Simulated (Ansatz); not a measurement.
# Zn (P1) in Ansatz: convergence with smearing width

Aim: find how far smearing width must go before the results for Zn settle, at LDA. This setting moves, with any that are tied to it; all else stays.

Program: Ansatz 0.2.0. These are calculated values, not measurements. Logs are shortened: lines on timing, memory, paths and dates and some standing lists are left out, and cuts for length are marked.

### Step 1. The cell of the first run

The typed cell holds 3 atoms: a = 2.619 Å, b = 2.619 Å, c = 7.472 Å, α = 100.63°, β = 100.63°, γ = 59.96°.

This isn't the form of Zn at room conditions, which is hcp.

The cell isn't the ideal one: atoms moved at random, drawn with an rms of 0.05 Å.

### Step 2. With smearing width 0.3 eV

input.yaml

```yaml
crystal:
  lattice:
    - [2.2681701736, -1.30848701, 0.0]
    - [2.2681701736, 1.30848701, 0.0]
    - [-1.5917165425, 0.0, 7.3004081919]
  atoms:
    - { symbol: Zn, position: [0.795772, 0.762342, 0.338022] }
    - { symbol: Zn, position: [0.227723, 0.223254, 0.670849] }
    - { symbol: Zn, position: [-0.001009, 0.008454, -0.000555] }
hamiltonian:
  xc: lda
  pseudopotentials: { kind: paw }
kpoints:
  mp_grid: { grid: [8, 8, 3] }
scf:
  occupations: { method: methfessel_paxton, width: 0.3 }
output:
  forces: true
  stress: true
  eigenvalues: true
```

Potentials or basis: Ansatz PAW.

Started as:

```
> ansatz run input.yaml --threads 2 --pin off --max-ram 5632MiB --backend cpu --events-out ev --progress --plain --runs-dir out
```

Standard output:

```text
Warning: RAYON_NUM_THREADS=2 ignored (pool sized by the plan → 2); use --threads N
Engine: ansatz 0.2.0, x86_64-unknown-linux-gnu
Pseudopotentials: kind: paw
Pseudopotential: Zn, paw, valence charge 12, recommended cutoff 420 eV (normal), Zn.paw.azcp
Functional definition: SPW92
  exchange = slater_x
  correlation = pw_c
Crystal: 3 atoms, lattice volume = 43.333 Å³
Basis set: ecut = 420 eV, 871 PW (Γ)
Bands: 22, of which v1, the nominal top of the filled ones, is band 18 counted from 1 (17 counted from 0)
Symmetry: 1 space group operations
Space group: P1 (ITA 1), of the structure as read, at distance tolerance 3.5e-5 Å
k-points: 98 of 192 (time reversal used)
Non-local potential: Zn, projectors of the file, l = 0: 2, l = 1: 2, l = 2: 3, l = 3: 1
PAW form: soft (Blöchl's): semilocal exchange-correlation on the pseudo side does not see the compensation charge
PAW frozen core: Zn, regenerated for the run's functional, and the local potential with it (the file was generated under x = pbe(κ = 0.804, μ = 0.2195149727645171), c = pbe(β = 0.06672455060314922))
PAW one-centre angular grid: Zn, 590 points (default); XC on 64 Gauss nodes
Initial density: superposition of atomic densities (neutral atoms: chi_scale 0, normalization atom), corrected by the library's trained network
Initial wavefunctions: pseudopotential atomic-orbital guess
Functional: x = slater, c = lda
SCF iter   1: F=—  HF=-9738.666820 eV  |F-HF|=—  |Δ(HF+E_count)|=         —  Δρ=5.88e-3  dr2=5.77e-3  ethr=1.77e-3  ⟨swp⟩=4.9  Hψ=8890  notcnv=0
preconditioner: auto → none  [metal: Δε(μ)=0.068 eV  Ē_g=11.826 eV  σ=0.300 eV  W_gap=0.19  n_scr=6 (ndim 8)  ℏωp=33.8 eV  f_vac=0.000  D(μ)=0.98/eV (n_scr^D=4)  sad-step TF]
SCF iter   2: F=—  HF=-9738.666268 eV  |F-HF|=—  |Δ(HF+E_count)|=   5.52e-4  S|Δr|=    0.00e0  Δρ=1.63e-3  dr2=9.40e-4  ethr=1.60e-5  ⟨swp⟩=2.0  Hψ=4517  notcnv=0
SCF iter   3: F=—  HF=-9738.666144 eV  |F-HF|=—  |Δ(HF+E_count)|=   1.24e-4  S|Δr|=    0.00e0  Δρ=1.55e-3  dr2=1.34e-3  ethr=2.61e-6  ⟨swp⟩=2.0  Hψ=3895  notcnv=0
SCF iter   4: F=—  HF=-9738.666206 eV  |F-HF|=—  |Δ(HF+E_count)|=   6.25e-5  S|Δr|=    0.00e0  Δρ=1.19e-3  dr2=1.56e-3  ethr=2.61e-6  ⟨swp⟩=2.7  Hψ=3848  notcnv=0
SCF iter   5: F=—  HF=-9738.666051 eV  |F-HF|=—  |Δ(HF+E_count)|=   1.55e-4  S|Δr|=    0.00e0  Δρ=6.82e-4  dr2=5.96e-4  ethr=2.61e-6  ⟨swp⟩=1.0  Hψ=2160  notcnv=0
SCF iter   6: F=—  HF=-9738.665967 eV  |F-HF|=—  |Δ(HF+E_count)|=   8.42e-5  S|Δr|=    0.00e0  Δρ=2.11e-4  dr2=6.11e-5  ethr=1.66e-6  ⟨swp⟩=1.4  Hψ=2198  notcnv=0
SCF iter   7: F=—  HF=-9738.665958 eV  |F-HF|=—  |Δ(HF+E_count)|=   9.12e-6  S|Δr|=    0.00e0  Δρ=4.10e-5  dr2=2.52e-6  ethr=1.70e-7  ⟨swp⟩=1.5  Hψ=2209  notcnv=0
SCF iter   8: F=—  HF=-9738.665958 eV  |F-HF|=—  |Δ(HF+E_count)|=   1.65e-7  S|Δr|=    0.00e0  Δρ=1.64e-5  dr2=6.31e-8  ethr=2.78e-10  ⟨swp⟩=4.5  Hψ=10645  notcnv=0
SCF iter   9: F=-9738.665958 eV  HF=-9738.665958 eV  |F-HF|=1.17e-8  |Δ(HF+E_count)|=   1.45e-7  S|Δr|=    0.00e0  Δρ=5.46e-6  dr2=1.77e-8  ethr=1.75e-10  ⟨swp⟩=4.9  Hψ=8859  notcnv=0
SCF 1 converged in 9 iterations: F = -9738.665958 eV  dr2 = 1.77e-8
SCF converged after 9 iterations
Stability not checked: this state was not tested for a lower state beside it, because cold or Methfessel-Paxton smearing, or corrected tetrahedra, fill the levels in a way that the test cannot read (fill_not_monotonic; see scf.lower_state_search)
Free energy (F): -9738.665958 eV
Harris-Foulkes:  -9738.665958 eV  (|F-HF|=1.17e-8)
Internal energy: -9738.661223 eV  (E = F + TS)
E sigma→0 (E₀):  -9738.664774 eV
Entropy (-TS):   -0.004735 eV (-1.578 meV/atom)
Fermi energy:    11.269732 eV
--- Per-component energies (eV) ---
  E_band       = 153.470064
  E_kinetic    = 395.982043
  E_local      = -4524.713920  (includes V_loc(G=0)·N_el)
  E_nonlocal   = 1839.148791
  E_hartree    = 1892.132304
  E_xc         = -409.217962
  E_vxc        = -163.787354  (∫ρ·V_xc dr)
  E_paw        = -5258.732841  (= ΣΔE_a)
  E_vpaw       = -1177.416457  (= ΣTr[D̂ρ^β])
  E_aug_tail   = -0.001119  (compensation charges beyond the density's cutoff)
  E_ewald      = -3677.929944
  E_core_change = 4.671424  (= ΣΔE_core)
  E_smearing   = -0.004735  (= −TS)
  E_closure    = -0.000000  (closes the sum)
  Σ components = -9738.665958   (vs F -9738.665958, Δ=0.00e0)
--- Forces (eV/Å), atoms counted from 1 ---
  atom   1  Zn    -0.00224601     0.02746750     0.00894934
  atom   2  Zn     0.00933536    -0.00221199    -0.05476380
  atom   3  Zn    -0.00709449    -0.02525106     0.04582510
  max |Σ_I F_I| component: 1.06e-5 eV/Å
--- Stress (GPa, compression-positive) ---
       -5.367891       0.004664      -1.273944
        0.004664      -5.304151      -0.079316
       -1.273945      -0.079316      -4.793505
  P = ⅓ Tr σ = -5.1552 GPa (-51.552 kbar)
--- Band table (eV; the first three rows and the last of 98) ---
  k-point 0: bands = ["0.6021", "2.3746", "2.3934", "3.3193", "3.5667", "3.5693", "3.5926", "3.5972", "3.6232", "3.6298", "3.9996", "4.0135", "4.1670", "4.1814", "4.1860", "4.1919", "4.3814", "4.4582", "13.0249", "13.1721", "25.3031", "29.0684"]
  k-point 1: bands = ["0.9053", "1.7153", "2.5325", "3.3286", "3.4778", "3.5702", "3.5730", "3.5903", "3.5953", "3.6214", "3.6259", "4.0306", "4.0391", "4.1051", "4.1116", "4.2218", "4.2354", "6.5283", "9.5698", "17.2001", "21.7296", "29.4158"]
  k-point 2: bands = ["1.0827", "2.6325", "2.6951", "3.3682", "3.5047", "3.5353", "3.5699", "3.6787", "3.7087", "3.7137", "3.7326", "3.8148", "3.9416", "3.9694", "4.1597", "4.1864", "4.8345", "5.2451", "13.0474", "14.0627", "24.4613", "25.4854"]
  k-point 97: bands = ["2.7625", "2.7916", "2.8125", "3.0218", "3.1557", "3.4314", "3.7519", "3.8242", "4.0112", "4.1124", "4.1584", "4.2504", "4.4204", "4.4409", "4.4510", "8.5240", "9.1740", "9.7041", "11.8727", "12.3808", "13.9181", "17.2767"]
```

Wall time 2.8 s (2 threads of Intel Xeon 6975P-C (Granite Rapids), shared host); peak memory 0.36 GiB.

Results:

| Item | Value |
| --- | --- |
| Free energy | -9738.6660 eV |
| Pressure | -5.2 GPa |
| Largest force | 0.056 eV/Å |
| Band gap on the k mesh | none (metal or under the smearing width) |

### Step 3. With smearing width 0.2 eV

input.yaml, as its differences from that of step 2:

```diff
@@ -15,3 +15,3 @@
 scf:
-  occupations: { method: methfessel_paxton, width: 0.3 }
+  occupations: { method: methfessel_paxton, width: 0.2 }
 output:
```

Potentials or basis: Ansatz PAW.

Started as:

```
> ansatz run input.yaml --threads 2 --pin off --max-ram 5632MiB --backend cpu --events-out ev --progress --plain --runs-dir out
```

Wall time 2.5 s (2 threads of Intel Xeon 6975P-C (Granite Rapids), shared host); peak memory 0.37 GiB.

What came out:

```yaml
Free_energy: -9738.6646 eV
Pressure: -5.2 GPa
Largest_force: 0.057 eV/Å
Band_gap_on_the_k_mesh: none (metal or under the smearing width)
```

### Step 4. With smearing width 0.15 eV

input.yaml, as its differences from that of step 3:

```diff
@@ -15,3 +15,3 @@
 scf:
-  occupations: { method: methfessel_paxton, width: 0.2 }
+  occupations: { method: methfessel_paxton, width: 0.15 }
 output:
```

Started as:

```
> ansatz run input.yaml --threads 2 --pin off --max-ram 5632MiB --backend cpu --events-out ev --progress --plain --runs-dir out
```

It took 2.6 s on 2 threads of Intel Xeon 6975P-C (Granite Rapids), shared host; peak memory 0.37 GiB.

Results:

| Item | Value |
| --- | --- |
| Free energy | -9738.6642 eV |
| Pressure | -5.2 GPa |
| Largest force | 0.057 eV/Å |
| Band gap on the k mesh | none (metal or under the smearing width) |

### Step 5. With smearing width 0.1 eV

input.yaml, as its differences from that of step 4:

```diff
@@ -15,3 +15,3 @@
 scf:
-  occupations: { method: methfessel_paxton, width: 0.15 }
+  occupations: { method: methfessel_paxton, width: 0.1 }
 output:
```

Started as:

```
> ansatz run input.yaml --threads 2 --pin off --max-ram 5632MiB --backend cpu --events-out ev --progress --plain --runs-dir out
```

It took 2.7 s on 2 threads of Intel Xeon 6975P-C (Granite Rapids), shared host; peak memory 0.37 GiB.

What came out:

```
Free energy            : -9738.6637 eV
Pressure               : -5.2 GPa
Largest force          : 0.058 eV/Å
Band gap on the k mesh : none (metal or under the smearing width)
```

### Step 6. With smearing width 0.05 eV

input.yaml, as its differences from that of step 5:

```diff
@@ -15,3 +15,3 @@
 scf:
-  occupations: { method: methfessel_paxton, width: 0.1 }
+  occupations: { method: methfessel_paxton, width: 0.05 }
 output:
```

Potentials or basis: Ansatz PAW.

Started as:

```
> ansatz run input.yaml --threads 2 --pin off --max-ram 5632MiB --backend cpu --events-out ev --progress --plain --runs-dir out
```

Run time: 2.8 s. Hardware: 2 threads of Intel Xeon 6975P-C (Granite Rapids), shared host; peak memory 0.36 GiB.

Results (log left out):

```yaml
Free_energy: -9738.6632 eV
Pressure: -5.2 GPa
Largest_force: 0.058 eV/Å
Band_gap_on_the_k_mesh: none (metal or under the smearing width)
```

### Step 7. With smearing width 0.025 eV

input.yaml, as its differences from that of step 6:

```diff
@@ -15,3 +15,3 @@
 scf:
-  occupations: { method: methfessel_paxton, width: 0.05 }
+  occupations: { method: methfessel_paxton, width: 0.025 }
 output:
```

Started as:

```
> ansatz run input.yaml --threads 2 --pin off --max-ram 5632MiB --backend cpu --events-out ev --progress --plain --runs-dir out
```

Run time: 2.7 s. Hardware: 2 threads of Intel Xeon 6975P-C (Granite Rapids), shared host; peak memory 0.37 GiB.

The run converged. Its results:

```yaml
Free_energy: -9738.6631 eV
Pressure: -5.2 GPa
Largest_force: 0.058 eV/Å
Band_gap_on_the_k_mesh: none (metal or under the smearing width)
```

### Step 8. With smearing width 0.01 eV

input.yaml, as its differences from that of step 7:

```diff
@@ -15,3 +15,3 @@
 scf:
-  occupations: { method: methfessel_paxton, width: 0.025 }
+  occupations: { method: methfessel_paxton, width: 0.01 }
 output:
```

Started as:

```
> ansatz run input.yaml --threads 2 --pin off --max-ram 5632MiB --backend cpu --events-out ev --progress --plain --runs-dir out
```

Wall time 2.5 s (2 threads of Intel Xeon 6975P-C (Granite Rapids), shared host); peak memory 0.37 GiB.

The run converged. Its results:

| Item | Value |
| --- | --- |
| Free energy | -9738.6631 eV |
| Pressure | -5.2 GPa |
| Largest force | 0.058 eV/Å |
| Band gap on the k mesh | none (metal or under the smearing width) |

### Step 9. With smearing width 0.005 eV

input.yaml, as its differences from that of step 8:

```diff
@@ -15,3 +15,3 @@
 scf:
-  occupations: { method: methfessel_paxton, width: 0.01 }
+  occupations: { method: methfessel_paxton, width: 0.005 }
 output:
```

Potentials or basis: Ansatz PAW.

Started as:

```
> ansatz run input.yaml --threads 2 --pin off --max-ram 5632MiB --backend cpu --events-out ev --progress --plain --runs-dir out
```

Wall time 2.6 s (2 threads of Intel Xeon 6975P-C (Granite Rapids), shared host); peak memory 0.36 GiB.

It converged, with:

```
Free energy            : -9738.6631 eV
Pressure               : -5.2 GPa
Largest force          : 0.058 eV/Å
Band gap on the k mesh : none (metal or under the smearing width)
```

### Step 10. The series at a glance

| smearing width | energy less the tightest run, at zero smearing (meV/atom) | pressure (GPa) | largest force (eV/Å) | SCF cycles | CPU time (s) | peak memory (GiB) |
| --- | --- | --- | --- | --- | --- | --- |
| 0.3 eV | -0.57 | -5.16 | 0.056 | 9 | 5.3 | 0.36 |
| 0.2 eV | -0.37 | -5.21 | 0.057 | 9 | 4.8 | 0.37 |
| 0.15 eV | -0.27 | -5.21 | 0.057 | 9 | 5 | 0.37 |
| 0.1 eV | -0.10 | -5.20 | 0.058 | 9 | 5.1 | 0.37 |
| 0.05 eV | -0.03 | -5.22 | 0.058 | 9 | 5.3 | 0.36 |
| 0.025 eV | -0.01 | -5.22 | 0.058 | 9 | 5.1 | 0.37 |
| 0.01 eV | 0.00 | -5.21 | 0.058 | 8 | 4.7 | 0.37 |
| 0.005 eV | 0.00 | -5.21 | 0.058 | 8 | 4.9 | 0.36 |

Against the tightest run, the energy stays within 1 meV/atom from 0.3 eV on; the pressure stays within 0.1 GPa from 0.3 eV on; the largest force stays within 0.005 eV/Å from 0.3 eV on. Narrower smearing needs a denser k mesh, so at a fixed mesh the narrowest width isn't the most accurate. The tightest run that finished is the yardstick and may itself not be fully converged.

Caveats: the PAW data sets come from PBE, with cores solved anew for the run's functional, which leaves a small shift of forces and pressure.
